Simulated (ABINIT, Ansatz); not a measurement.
# How the form of the self-energy moves the gap of CuI (Marshite), part 2 of 2

Aim: compare treatments of exchange, screening and correlation for the gap of CuI (Marshite).

ABINIT 10.8.3; PBE and many-body steps on it, plane waves. Known limits of the many-body steps: not at the basis limit; d shell near the gap, gap tends to lie low; no spin-orbit coupling.

So far. Step 5 (G0W0, Hybertsen-Louie plasmon pole): Against G0W0 in ABINIT (4×4×4 mesh, 425 bands, screening to 283 eV, Godby-Needs plasmon pole), the gap moves by +0.177 eV. Step 6 (G0W0, von der Linden-Horsch plasmon pole): Against G0W0 in ABINIT (4×4×4 mesh, 425 bands, screening to 283 eV, Godby-Needs plasmon pole), the gap moves by −0.284 eV.

The database entry behind the starting cell differs from later determinations by our own check (about 0.15 % long (mineral sample)), so it need not match the best structure at ambient conditions.

In doubt: a PseudoDojo file used here is known to give poor structures and forces, which bears on pressures, cells, forces and phonons.

## 7. One-shot COHSEX

This step: one-shot COHSEX on PBE, plane waves, norm-conserving pseudopotentials.

The input, run.abi:

```
acell 3*1.0 Angstrom
rprim 
  0.000000000000 3.031500000000 3.031500000000
  3.031500000000 -0.000000000000 3.031500000000
  3.031500000000 3.031500000000 0.000000000000
ntypat 2
znucl 29 53
natom 2
typat 1 2
xred 
  0.250000000000 0.250000000000 0.250000000000
  0.000000000000 0.000000000000 0.000000000000
pp_dirpath "pseudos"
pseudos "Cu.upf, I.upf"
ecut 42
ngkpt 4 4 4
nshiftk 1
shiftk 0 0 0
kptopt 1
chksymbreak 0
istwfk *1
occopt 1
irdwfk 1
optdriver 4
nband 425
gwcalctyp 7
ecutsigx 42
symsigma 1
nkptgw 1
kptgw 
  0.0000000000 0.0000000000 0.0000000000
bdgw 
  11 17
ecuteps 10.4
irdscr 1
indata_prefix "in"
outdata_prefix "out"
tmpdata_prefix "tmp"
```

The run is started by

```bash
$ OMP_NUM_THREADS=1 mpirun -n 8 abinit run.abi > log
```

Output:

```text
.Version 10.8.3 of ABINIT. v10.8.2 released Aug 2026.

 Symmetries : space group F-4 3 m (#216); Bravais cF (face-center cubic)
[... echo of the input left out ...]
== DATASET  1 ==================================================================
-   mpi_nproc: 8, omp_nthreads: 1 (-1 if OMP is not activated)

--- !DatasetInfo
iteration_state: {dtset: 1, }
dimensions: {natom: 2, nkpt: 8, mband: 425, nsppol: 1, nspinor: 1, nspden: 1, mpw: 4916, }
cutoff_energies: {ecut:  42.0, pawecutdg:  -1.0, }
[...]
15   8.755  -9.970  -5.573  -5.894   1.000   0.000 -11.468  -1.498   7.257
       16   8.755  -9.970  -5.573  -5.894   1.000   0.000 -11.468  -1.498   7.257
       17   8.755  -9.970  -5.573  -5.894   1.000   0.000 -11.468  -1.498   7.257

== END DATASET(S) ==============================================================
================================================================================

 -outvars: echo values of variables after computation  --------
           etotal      0.0000000000E+00
            nband         425
             nkpt           8
          spgroup         216
 [... the other variables as echoed above ...]

 Calculation completed.
```

Wall time 3.4 s (8 MPI ranks of Arm Neoverse V1, shared host); peak memory 1.6 GiB.

This step gave:

| Property | Result |
| --- | --- |
| quasiparticle gap on the points computed | 2.436 eV |
| starting gap on the mesh | 1.093 eV |
| k of the valence top | 0, 0, 0 |
| k of the conduction bottom | 0, 0, 0 |
| least direct quasiparticle gap on the computed points | 2.436 eV |

Against G0W0 in ABINIT (4×4×4 mesh, 425 bands, screening to 283 eV, Godby-Needs plasmon pole), the gap moves by +0.867 eV.

## 8. One-shot Hartree-Fock

This step: one-shot Hartree-Fock on PBE, plane waves, norm-conserving pseudopotentials.

run.abi, as its differences from that of step 7:

```diff
@@ -24,4 +24,4 @@
 optdriver 4
-nband 425
-gwcalctyp 7
+nband 17
+gwcalctyp 5
 ecutsigx 42
@@ -33,4 +33,4 @@
   11 17
-ecuteps 10.4
-irdscr 1
+ixc_sigma 40
+fftgw 31
 indata_prefix "in"
```

Output:

```text
.Version 10.8.3 of ABINIT. v10.8.2 released Aug 2026.

 Symmetries : space group F-4 3 m (#216); Bravais cF (face-center cubic)
[... echo of the input left out ...]
== DATASET  1 ==================================================================
-   mpi_nproc: 8, omp_nthreads: 1 (-1 if OMP is not activated)

--- !DatasetInfo
iteration_state: {dtset: 1, }
dimensions: {natom: 2, nkpt: 8, mband: 17, nsppol: 1, nspinor: 1, nspden: 1, mpw: 4916, }
cutoff_energies: {ecut:  42.0, pawecutdg:  -1.0, }
[...]
15   8.755  -9.970  -5.573   0.000   1.000   0.000  -5.573   4.396  13.152
       16   8.755  -9.970  -5.573   0.000   1.000   0.000  -5.573   4.396  13.152
       17   8.755  -9.970  -5.573   0.000   1.000   0.000  -5.573   4.396  13.152

== END DATASET(S) ==============================================================
================================================================================

 -outvars: echo values of variables after computation  --------
           etotal      0.0000000000E+00
            nband          17
             nkpt           8
          spgroup         216
 [... the other variables as echoed above ...]

 Calculation completed.
```

The job ended after 2.9 s (8 MPI ranks; peak memory 0.17 GiB).

Numbers from this step:

* quasiparticle gap on the points computed: 10.67 eV
* starting gap on the mesh: 1.093 eV
* k of the valence top: 0, 0, 0
* k of the conduction bottom: 0, 0, 0
* least direct quasiparticle gap on the computed points: 10.67 eV

Against G0W0 in ABINIT (4×4×4 mesh, 425 bands, screening to 283 eV, Godby-Needs plasmon pole), the gap moves by +9.102 eV.

## 9. The runs together

Times are wall times on 8 MPI ranks of Arm Neoverse V1, shared host, good to a factor of about two. A run's time includes the screening step that it read.

| run | mesh | bands | screening cutoff (eV) | DFT gap (eV) | gap on the mesh (eV) | direct (eV) | ε∞ used | time |
| --- | --- | --- | --- | --- | --- | --- | --- | --- |
| G0W0, Godby-Needs plasmon pole | 4×4×4 | 425 | 283 | 1.093 | 1.569 | 1.569 | 10.21 | 4.9 min |
| G0W0, Hybertsen-Louie plasmon pole | 4×4×4 | 425 | 283 | 1.093 | 1.746 | 1.746 | 10.21 | 4.9 min |
| G0W0, von der Linden-Horsch plasmon pole | 4×4×4 | 425 | 283 | 1.093 | 1.285 | 1.285 | 10.21 | 4.5 min |
| one-shot COHSEX | 4×4×4 | 425 | 283 | 1.093 | 2.436 | 2.436 | 10.21 | 4.1 min |
| one-shot Hartree-Fock | 4×4×4 | - | - | 1.093 | 10.671 | 10.671 | - | 2.9 s |

## 10. Summary of results

```yaml
g0w0_godby_needs_plasmon_pole: 1.569 eV
g0w0_hybertsen_louie_plasmon_pole: 1.746 eV
g0w0_von_der_linden_horsch_plasmon_pole: 1.285 eV
one_shot_cohsex: 2.436 eV
one_shot_hartree_fock: 10.671 eV
known_limits: not at the basis limit; d shell near the gap, gap tends to lie low; no spin-orbit coupling
```

**Reading.** G0W0, Hybertsen-Louie plasmon pole: +0.177 eV against G0W0, Godby-Needs plasmon pole. G0W0, von der Linden-Horsch plasmon pole: −0.284 eV against G0W0, Godby-Needs plasmon pole. One-shot COHSEX: +0.867 eV against G0W0, Godby-Needs plasmon pole. One-shot Hartree-Fock: +9.102 eV against G0W0, Godby-Needs plasmon pole. Bare exchange alone opens the gap to 10.67 eV; against G0W0, correlation takes back 9.10 eV. Static COHSEX lies above G0W0: it lacks the factor Z and overstates the Coulomb hole of the filled states. Bands and cutoff are finite, so the gap is not at the basis limit. The miss can reach some tenths of an eV and take either sign; the mesh is an error of its own. In the G0W0 runs levels were corrected at 1 k point alone, so a gap called «on the mesh» is the least over those, and an edge elsewhere would be missed. A d shell, filled or nearly so, lies near the gap. One-shot GW converges very slowly in bands there, not always from below, and on a semilocal start the gap tends to come out low; starts rich in exact exchange can overshoot instead. The many-body steps are scalar-relativistic: spin-orbit coupling is not in them.

[Paths, hosts, dates, memory and timing lines, banners, echoed tables and standing remarks are left out of the program output.]

[Logs are printed without paths, hosts, clocks, repeated set-up lines and the standing remarks that a program may print on its own settings, such as how far it seeks lower states.]

[Runs of the session that timed out or met a known fault of the program may be left out.]

[Hosts, paths, dates, database ids (printed as entryN), source tags and the programs' standing remarks are cut or masked in the printed files.]

[G0W0 gaps are taken among the corrected bands and points alone; a level outside them can change the order at an edge.]

[Where Ansatz stands beside ABINIT at settings called matched, ABINIT's density can come from a denser mesh and the files from another edition; pairs whose starting gaps differed by over 0.03 eV were left out, so agreement reads better than it is.]
